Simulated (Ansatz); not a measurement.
# Ge (P-1) in Ansatz: convergence with xc grid

Aim: find how far xc grid must go before the results for Ge settle, at PBE. This setting moves, with any that are tied to it; all else stays.

Program: Ansatz 0.2.0. These are calculated values, not measurements. Logs are shortened: lines on timing, memory, paths and dates and some standing lists are left out, and cuts for length are marked.

### Step 1. The cell of the first run

The typed cell holds 2 atoms: a = 2.991 Å, b = 2.991 Å, c = 4.728 Å, α = 90.00°, β = 90.00°, γ = 120.33°.

This isn't the form of Ge at room conditions, which is diamond.

The cell isn't the ideal one: atoms moved at random, drawn with an rms of 0.05 Å.

### Step 2. With xc grid 1

input.yaml

```yaml
crystal:
  lattice:
    - [1.488052925, -2.59468961, 0.0]
    - [1.488052925, 2.59468961, 0.0]
    - [0.0, 0.0, 4.72759579]
  atoms:
    - { symbol: Ge, position: [0.327104, 0.679362, 0.253225] }
    - { symbol: Ge, position: [0.679104, 0.335894, 0.745256] }
hamiltonian:
  xc: pbe
  pseudopotentials: { kind: paw, source: jth }
kpoints:
  mp_grid: { grid: [7, 7, 4] }
scf:
  occupations: { method: cold, width: 0.1 }
output:
  forces: true
  stress: true
  eigenvalues: true
basis:
  xc_grid: 1
```

Potentials or basis: JTH PAW.

Command:

```
ansatz run input.yaml --threads 2 --pin off --max-ram 5632MiB --backend cpu --events-out ev --progress --plain --runs-dir out
```

What it wrote:

```text
Warning: the checks of this Ge dataset prove no rule for summing its radial tables, as where they were carried onto another mesh than they were made on, and Gregory's rule is taken, under which a leading mesh point left out moves its sums only by what lay on the interval it spanned. That does not make them correct, and they differ from Quantum ESPRESSO's on this file; a re-export a fraction of a mesh step off can move them. hamiltonian.pseudopotentials.radial_quadrature: simpson_from_first_knot sums it by `pw.x`'s rule; on a PAW file no value gives `pw.x`'s numbers. What more to know: hamiltonian.pseudopotentials.radial_quadrature, in the input reference
Warning: RAYON_NUM_THREADS=2 ignored (pool sized by the plan → 2); use --threads N
Engine: ansatz 0.2.0, aarch64-unknown-linux-gnu
Pseudopotentials: kind: paw
Pseudopotential: Ge, paw, valence charge 14, recommended cutoff 1080 eV (normal), Ge.paw.azcp
Functional definition: PBE
  parameter kappa = 0.804
  parameter beta = 0.06672455060314922
  exchange = pbe_x(kappa = kappa, mu = beta*pi^2/3)
  correlation = pbe_c(beta = beta)
Crystal: 2 atoms, lattice volume = 36.507 Å³
Basis set: ecut = 1080 eV, 2915 PW (Γ)
Bands: 18, of which v1, the nominal top of the filled ones, is band 14 counted from 1 (13 counted from 0)
Symmetry: 2 space group operations
Space group: P-1 (ITA 2), of the structure as read, at distance tolerance 3.3e-5 Å
k-points: 99 of 196
Non-local potential: Ge, projectors of the file, l = 0: 2, l = 1: 2, l = 2: 2
PAW form: soft (Blöchl's): semilocal exchange-correlation on the pseudo side does not see the compensation charge
PAW one-centre angular grid: Ge, 590 points (default); XC on 64 Gauss nodes
Initial density: superposition of atomic densities (chi_scale 0.1, normalization cell)
Initial wavefunctions: pseudopotential atomic-orbital guess
Functional: x = pbe(κ = 0.804, μ = 0.2195149727645171), c = pbe(β = 0.06672455060314922)
SCF iter   1: F=—  HF=-8585.566704 eV  |F-HF|=—  |Δ(HF+E_count)|=         —  Δρ=1.19e-2  dr2=5.73e-2  ethr=3.10e-3  ⟨swp⟩=8.7  Hψ=12744  notcnv=0
preconditioner: auto → none  [insulator: Δε(μ)=0.086 eV  Ē_g=22.942 eV  σ=0.100 eV  W_gap=0.50  n_scr=8 (ndim 8)  ℏωp=32.5 eV  f_vac=0.000  D(μ)=1.45/eV (n_scr^D=10)  ε∞_Penn≈3.0]
SCF iter   2: F=—  HF=-8585.544106 eV  |F-HF|=—  |Δ(HF+E_count)|=   2.26e-2  S|Δr|=    0.00e0  Δρ=4.78e-3  dr2=8.81e-3  ethr=2.04e-4  ⟨swp⟩=2.6  Hψ=3330  notcnv=0  defer=27
SCF iter   3: F=—  HF=-8585.539886 eV  |F-HF|=—  |Δ(HF+E_count)|=   4.22e-3  S|Δr|=    0.00e0  Δρ=1.07e-3  dr2=1.07e-3  ethr=3.15e-5  ⟨swp⟩=2.4  Hψ=2210  notcnv=0  defer=27
SCF iter   4: F=—  HF=-8585.539567 eV  |F-HF|=—  |Δ(HF+E_count)|=   3.18e-4  S|Δr|=    0.00e0  Δρ=3.26e-4  dr2=1.21e-4  ethr=3.82e-6  ⟨swp⟩=3.0  Hψ=3436  notcnv=0  defer=27
SCF iter   5: F=—  HF=-8585.539534 eV  |F-HF|=—  |Δ(HF+E_count)|=   3.28e-5  S|Δr|=    0.00e0  Δρ=1.03e-4  dr2=2.48e-6  ethr=4.32e-7  ⟨swp⟩=2.0  Hψ=2019  notcnv=0  defer=27
SCF iter   6: F=—  HF=-8585.539538 eV  |F-HF|=—  |Δ(HF+E_count)|=   3.68e-6  S|Δr|=    0.00e0  Δρ=1.32e-5  dr2=4.65e-8  ethr=3.57e-10  ⟨swp⟩=8.6  Hψ=12798  notcnv=0
SCF iter   7: F=-8585.539538 eV  HF=-8585.539538 eV  |F-HF|=1.78e-10  |Δ(HF+E_count)|=   2.81e-8  S|Δr|=    0.00e0  Δρ=2.78e-6  dr2=1.86e-9  ethr=1.66e-10  ⟨swp⟩=4.6  Hψ=6515  notcnv=0
SCF 1 converged in 7 iterations: F = -8585.539538 eV  dr2 = 1.86e-9
SCF converged after 7 iterations
Stability not checked: this state was not tested for a lower state beside it, because cold or Methfessel-Paxton smearing, or corrected tetrahedra, fill the levels in a way that the test cannot read (fill_not_monotonic; see scf.lower_state_search)
Free energy (F): -8585.539538 eV
Harris-Foulkes:  -8585.539538 eV  (|F-HF|=1.78e-10)
Internal energy: -8585.541941 eV  (E = F + TS)
E sigma→0 (E₀):  -8585.540339 eV
Entropy (-TS):   0.002403 eV (1.202 meV/atom)
Fermi energy:    13.945369 eV
--- Per-component energies (eV) ---
  E_band       = -143.457276
  E_kinetic    = 353.342397
  E_local      = -3117.369857  (includes V_loc(G=0)·N_el)
  E_nonlocal   = -455.883099
  E_hartree    = 904.899905
  E_xc         = -125.881219
  E_vxc        = -158.644424  (∫ρ·V_xc dr)
  E_paw        = -3050.060463  (= ΣΔE_a)
  E_vpaw       = 1425.298077  (= ΣTr[D̂ρ^β])
  E_aug_tail   = 0.000294  (compensation charges beyond the density's cutoff)
  E_ewald      = -3094.589899
  E_smearing   = 0.002403  (= −TS)
  E_closure    = -0.000000  (closes the sum)
  Σ components = -8585.539538   (vs F -8585.539538, Δ=0.00e0)
--- Forces (eV/Å), atoms counted from 1 ---
  atom   1  Ge     0.00421475    -0.04766739    -0.11994378
  atom   2  Ge    -0.00421475     0.04766739     0.11994378
  max |Σ_I F_I| component: 0.00e0 eV/Å
--- Stress (GPa, compression-positive) ---
        6.416378      -0.128393      -0.026226
       -0.128393       6.452164       0.110187
       -0.026226       0.110187       5.011178
  P = ⅓ Tr σ = 5.9599 GPa (59.599 kbar)
--- Band table (eV; the first three rows and the last of 99) ---
  k-point 0: bands = ["-10.6657", "-10.6525", "-10.6515", "-10.6499", "-10.6444", "-10.6427", "-10.6356", "-10.6209", "-10.5611", "-10.5489", "0.5969", "6.5088", "8.4391", "20.5505", "20.7419", "22.4336", "22.9970", "24.1019"]
  k-point 1: bands = ["-10.6641", "-10.6606", "-10.6578", "-10.6551", "-10.6484", "-10.6467", "-10.6141", "-10.6030", "-10.5644", "-10.5572", "1.0142", "4.3560", "11.4060", "20.7784", "20.8973", "21.0573", "22.3174", "22.7123"]
  k-point 2: bands = ["-10.6632", "-10.6616", "-10.6583", "-10.6580", "-10.6570", "-10.6514", "-10.5859", "-10.5809", "-10.5772", "-10.5761", "2.1411", "2.4157", "15.7416", "15.9901", "21.6848", "21.7109", "21.8206", "21.8936"]
  k-point 98: bands = ["-10.6858", "-10.6733", "-10.6539", "-10.6453", "-10.6263", "-10.6025", "-10.5882", "-10.5726", "-10.5611", "-10.5499", "4.1624", "7.3371", "10.8921", "13.6405", "14.3521", "15.0848", "17.6046", "20.3557"]
```

Wall time 5.9 s (2 threads of Arm Neoverse V2, shared host); peak memory 0.47 GiB.

Results:

```
Free energy            : -8585.5395 eV
Pressure               : 6.0 GPa
Largest force          : 0.129 eV/Å
Band gap on the k mesh : none (metal or under the smearing width)
```

### Step 3. With xc grid 2

Edit input.yaml of step 2 so:

```diff
@@ -20,2 +20,2 @@
 basis:
-  xc_grid: 1
+  xc_grid: 2
```

Potentials or basis: JTH PAW.

Command:

```
ansatz run input.yaml --threads 2 --pin off --max-ram 5632MiB --backend cpu --events-out ev --progress --plain --runs-dir out
```

It took 5.8 s on 2 threads of Arm Neoverse V2, shared host; peak memory 0.48 GiB.

Results:

```yaml
Free_energy: -8585.5395 eV
Pressure: 6.0 GPa
Largest_force: 0.129 eV/Å
Band_gap_on_the_k_mesh: none (metal or under the smearing width)
```

### Step 4. With xc grid 3

Edit input.yaml of step 3 so:

```diff
@@ -20,2 +20,2 @@
 basis:
-  xc_grid: 2
+  xc_grid: 3
```

Command:

```
ansatz run input.yaml --threads 2 --pin off --max-ram 5632MiB --backend cpu --events-out ev --progress --plain --runs-dir out
```

Run time: 6.8 s. Hardware: 2 threads of Arm Neoverse V2, shared host; peak memory 0.52 GiB.

The run converged. Its results:

- Free energy: -8585.5395 eV
- Pressure: 6.0 GPa
- Largest force: 0.129 eV/Å
- Band gap on the k mesh: none (metal or under the smearing width)

### Step 5. With xc grid 4

Edit input.yaml of step 4 so:

```diff
@@ -20,2 +20,2 @@
 basis:
-  xc_grid: 3
+  xc_grid: 4
```

Command:

```
ansatz run input.yaml --threads 2 --pin off --max-ram 5632MiB --backend cpu --events-out ev --progress --plain --runs-dir out
```

It took 7.3 s on 2 threads of Arm Neoverse V2, shared host; peak memory 0.63 GiB.

Results (log left out):

```yaml
Free_energy: -8585.5395 eV
Pressure: 6.0 GPa
Largest_force: 0.129 eV/Å
Band_gap_on_the_k_mesh: none (metal or under the smearing width)
```

### Step 6. With xc grid 5

Edit input.yaml of step 5 so:

```diff
@@ -20,2 +20,2 @@
 basis:
-  xc_grid: 4
+  xc_grid: 5
```

Potentials or basis: JTH PAW.

Command:

```
ansatz run input.yaml --threads 2 --pin off --max-ram 5632MiB --backend cpu --events-out ev --progress --plain --runs-dir out
```

Wall time 8.6 s (2 threads of Arm Neoverse V2, shared host); peak memory 0.82 GiB.

It converged, with:

```
Free energy            : -8585.5395 eV
Pressure               : 6.0 GPa
Largest force          : 0.129 eV/Å
Band gap on the k mesh : none (metal or under the smearing width)
```

### Step 7. Summary

| xc grid | energy less the tightest run, at zero smearing (meV/atom) | SCF cycles | CPU time (s) | peak memory (GiB) |
| --- | --- | --- | --- | --- |
| 1 | 0.00 | 7 | 12 | 0.47 |
| 2 | 0.00 | 7 | 11 | 0.48 |
| 3 | 0.00 | 7 | 13 | 0.52 |
| 4 | 0.00 | 7 | 14 | 0.63 |
| 5 | 0.00 | 7 | 17 | 0.82 |

Against the tightest run, the energy stays within 1 meV/atom from 1 on. The tightest run that finished is the yardstick and may itself not be fully converged.
